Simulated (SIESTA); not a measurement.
# HgSe under changes of volume

One of the cells (28.067 Å³/atom); the others are scaled copies at fixed shape and fractional positions:

```
CELL_PARAMETERS angstrom
0.00000 3.03900 3.03900
3.03900 0.00000 3.03900
3.03900 3.03900 0.00000
ATOMIC_POSITIONS crystal
Hg 0.00000 0.00000 0.00000
Se 0.75000 0.75000 0.75000
```

| Item | Value |
| --- | --- |
| Program | SIESTA 5.4.2 |
| Functional | PBE |
| Potentials or basis | PseudoDojo 0.4 standard (PBE files) |
| Basis | TZDP (energy shift 0.003 Ry; two zetas on semicore shells) |
| Grid cutoff | 800 Ry |
| Energy shift | 0.003 Ry |
| k mesh | 8 × 8 × 8 |
| Occupations | fermi-dirac, width 0.05 eV |
| Spin | no spin polarisation |

| volume (Å³/atom) | energy over the lowest point (meV/atom) | pressure (GPa) |
| --- | --- | --- |
| 26.383 | ? | ? |
| 26.944 | 76.93 | 8.2 |
| 27.505 | 51.39 | 6.5 |
| 28.067 | 31.49 | 4.9 |
| 28.628 | 16.94 | 3.6 |
| 29.189 | 6.40 | 2.4 |
| 29.751 | 0.00 | 1.3 |

Q: What does the run at 26.383 Å³/atom give?

A: Energy over the lowest point 108.59 meV/atom; pressure 10.0 GPa.

Worked out: A Birch-Murnaghan fit of order 3 (a polynomial in V^(-2/3)) to the other rows has its minimum at 30.64 Å³/atom, just outside them, with B0 = V·E''(V) = 42 GPa and B' = 6.7. It gives 109.08 meV/atom at 26.383 Å³/atom, against the run's 108.59, and -dE/dV = 10.2 GPa, against 10.0.

Energies are extrapolated to zero smearing.

Caveats: short orbitals over semicore shells can move pressures by several GPa; the basis of atomic orbitals isn't converged, which shifts pressures, moduli and gaps.
